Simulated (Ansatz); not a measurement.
## Ansatz run on a (100) slab of LiI (cut from a parent of space group no. 225; 8 atoms in the cell): self-consistent single point

Level of theory: PBE (plane waves, PAW; Ansatz, a first-principles code).

Input as run:

Ansatz 0.2 input:
```yaml
# LiI
crystal:
  lattice:
    - [4.27806700, 0.00000000, 0.00000000]
    - [-4.27806700, 4.27806700, 0.00000000]
    - [0.00000000, 0.00000000, 23.07509300]
  atoms:
    - { symbol: I, position: [0.00000000, 0.00000000, 0.30335700] }
    - { symbol: I, position: [0.00000000, 0.50000000, 0.43445100] }
    - { symbol: I, position: [0.00000000, 0.00000000, 0.56554900] }
    - { symbol: I, position: [0.00000000, 0.50000000, 0.69664300] }
    - { symbol: Li, position: [0.00000000, 0.00000000, 0.43445100] }
    - { symbol: Li, position: [0.00000000, 0.50000000, 0.30335700] }
    - { symbol: Li, position: [0.00000000, 0.00000000, 0.69664300] }
    - { symbol: Li, position: [0.00000000, 0.50000000, 0.56554900] }
basis:
  ecutwfc: 420.0 eV
kpoints:
  mp_grid: { grid: [7, 7, 1] }
hamiltonian:
  xc: pbe
  pseudopotentials: { kind: paw }
scf:
  occupations: { method: fermi_dirac, width: 0.05 eV }
output:
  forces: true
  eigenvalues: true
  stress: true
```

Output, abridged:

```
WARN ansatz: RAYON_NUM_THREADS=1 ignored (pool sized by the plan → 1); use --threads N
Pseudopotentials: kind: paw
Pseudopotential: I, paw, valence charge 17
Pseudopotential: Li, paw, valence charge 3
Crystal: 8 atoms, lattice volume = 422.317 Å³
Basis set: ecut = 420 eV, 8229 PW (Γ), exchange–correlation on 60×90×320 points (8 copies of the dense FFT grid, shifted against one another)
Bands: 48, of which v1, the nominal top of the filled ones, is band 40 counted from 1 (39 counted from 0)
Symmetry: 16 space group operations
Space group: P4/nmm (ITA 129), of the structure as read, at distance tolerance 7.5e-5 Å
k-points: 10 of 49
Initial density: superposition of atomic densities (neutral atoms: chi_scale 0, normalization atom), corrected by the library's trained network
Initial wavefunctions: pseudopotential atomic-orbital guess
Eigensolver: davidson
Functional: x = pbe(κ = 0.804, μ = 0.2195149727645171), c = pbe(β = 0.06672455060314922)
SCF iter   1: F=—  HF=-30879.744274 eV  |F-HF|=—  |Δ(HF+E_count)|=         —  Δρ=6.56e-4  dr2=4.50e-3  ethr=1.77e-3  ⟨swp⟩=16.4  Hψ=2747  notcnv=0
all-band conjugate gradients solve this SCF's bands
preconditioner: auto → Resta (q_TF=auto, 2.068 Å⁻¹)
SCF iter   2: F=—  HF=-30879.743342 eV  |F-HF|=—  |Δ(HF+E_count)|=   9.33e-4  Δρ=4.65e-4  dr2=2.29e-3  ethr=5.63e-6  ⟨swp⟩=2.3  Hψ=911  notcnv=0  defer=13
SCF iter   3: F=—  HF=-30879.743219 eV  |F-HF|=—  |Δ(HF+E_count)|=   1.23e-4  Δρ=1.61e-4  dr2=2.18e-4  ethr=2.86e-6  ⟨swp⟩=3.1  Hψ=905  notcnv=0  defer=13
SCF iter   4: F=—  HF=-30879.743275 eV  |F-HF|=—  |Δ(HF+E_count)|=   5.61e-5  Δρ=7.03e-5  dr2=2.95e-5  ethr=2.73e-7  ⟨swp⟩=2.2  Hψ=733  notcnv=0  defer=13
SCF iter   5: F=—  HF=-30879.743409 eV  |F-HF|=—  |Δ(HF+E_count)|=   1.33e-4  Δρ=2.67e-5  dr2=6.64e-6  ethr=3.69e-8  ⟨swp⟩=2.0  Hψ=849  notcnv=0  defer=17
iter 6 met the thresholds in force, and the SCF goes on: an eigenvalue changes by 12.20 meV, over its tolerance of 10.00 meV (output.eigenvalues, Limitations)
SCF iter   6: F=-30879.743408 eV  HF=-30879.743408 eV  |F-HF|=1.12e-7  |Δ(HF+E_count)|=   7.65e-7  Δρ=4.08e-6  dr2=9.22e-8  ethr=1.25e-10  ⟨swp⟩=16.4  Hψ=2801  notcnv=0
SCF iter   7: F=-30879.743408 eV  HF=-30879.743408 eV  |F-HF|=5.73e-9  |Δ(HF+E_count)|=   1.40e-7  Δρ=1.09e-6  dr2=4.95e-9  ethr=1.15e-10  ⟨swp⟩=7.2  Hψ=2110  notcnv=0
SCF 1 converged in 7 iterations: F = -30879.743408 eV  dr2 = 4.95e-9
SCF converged after 7 iterations
an eigenvalue changed by more than its tolerance at an iteration that met the thresholds in force, so the SCF went on 1 time …
Free energy (F): -30879.743408 eV
Harris-Foulkes:  -30879.743408 eV  (|F-HF|=5.73e-9)
Internal energy: -30879.743408 eV  (E = F + TS)
E sigma→0 (E₀):  -30879.743408 eV
Fermi energy:    1.406419 eV
--- Per-component energies (eV) ---
  E_band       = -2263.901896
  E_kinetic    = 838.757869
  E_local      = -37720.657378  (includes V_loc(G=0)·N_el)
  E_nonlocal   = -493.906519
  E_hartree    = 18701.677506
  E_xc         = -554.150326
  E_vxc        = -568.417026  (∫ρ·V_xc dr)
  E_paw        = -19352.307286  (= ΣΔE_a)
  E_vpaw       = -1723.041429  (= ΣTr[D̂ρ^β])
  E_aug_tail   = -0.000123  (compensation charges beyond the density's cutoff)
  E_ewald      = 7700.842849
  E_smearing   = -0.000000  (= −TS)
  E_closure    = 0.000000  (closes the sum)
  Σ components = -30879.743408   (vs F -30879.743408, Δ=0.00e0)
--- Forces (eV/Å), atoms counted from 1 ---
  atom   1  I      0.00000000     0.00000000    -0.19036376
  atom   2  I      0.00000000     0.00000000    -0.01515247
  atom   3  I      0.00000000     0.00000000     0.01515247
  atom   4  I      0.00000000     0.00000000     0.19036376
  atom   5  Li     0.00000000     0.00000000    -0.03120149
  atom   6  Li     0.00000000     0.00000000     0.26523441
  atom   7  Li     0.00000000     0.00000000    -0.26523441
  atom   8  Li     0.00000000     0.00000000     0.03120149
  max |Σ_I F_I| component: 0.00e0 eV/Å
--- Stress (GPa, compression-positive) ---
       -0.552599       0.000000       0.000000
        0.000000      -0.552599       0.000000
        0.000000       0.000000      -0.204645
  P = ⅓ Tr σ = -0.4366 GPa (-4.366 kbar)
  The stress holds the Pulay correction. Without it, at fixed plane waves, as pw.x and ABINIT print it: P = -0.4428 GPa
--- Band table (eV; the first three rows and the last of 10) ---
  k-point 0: bands = ["-46.3175", "-46.3175", "-45.8940", "-45.8940", "-43.9651", "-43.9651", "-43.9620", "-43.9620", "-43.9401", "-43.9401", "-43.9397", "-43.9397", "-43.9397", "-43.9397", "-43.9380", "-43.9379", "-43.9361", "-43.9361", "-43.9358", [...]
  k-point 1: bands = ["-46.3175", "-46.3175", "-45.8940", "-45.8939", "-43.9651", "-43.9651", "-43.9619", "-43.9619", "-43.9401", "-43.9401", "-43.9398", "-43.9398", "-43.9397", "-43.9397", "-43.9380", "-43.9379", "-43.9361", "-43.9361", "-43.9358", [...]
  k-point 2: bands = ["-46.3174", "-46.3174", "-45.8940", "-45.8939", "-43.9652", "-43.9652", "-43.9618", "-43.9618", "-43.9400", "-43.9400", "-43.9398", "-43.9398", "-43.9397", "-43.9397", "-43.9381", "-43.9380", "-43.9361", "-43.9360", "-43.9359", [...]
  k-point 9: bands = ["-46.3174", "-46.3174", "-45.8939", "-45.8939", "-43.9652", "-43.9652", "-43.9613", "-43.9613", "-43.9399", "-43.9399", "-43.9398", "-43.9398", "-43.9398", "-43.9398", "-43.9380", "-43.9380", "-43.9362", "-43.9362", "-43.9358", [...]
```

The run converged in 7 iterations.

The starting cell has typed, rounded lattice constants, without a prior relaxation at this level. The slab is cut from that crystal, and its faces are unrelaxed. Its lattice was rescaled by up to half a per cent. Spin-orbit coupling is off. Spin polarisation is off, though cut faces can carry moments; a gap of a slab can lie between surface states.
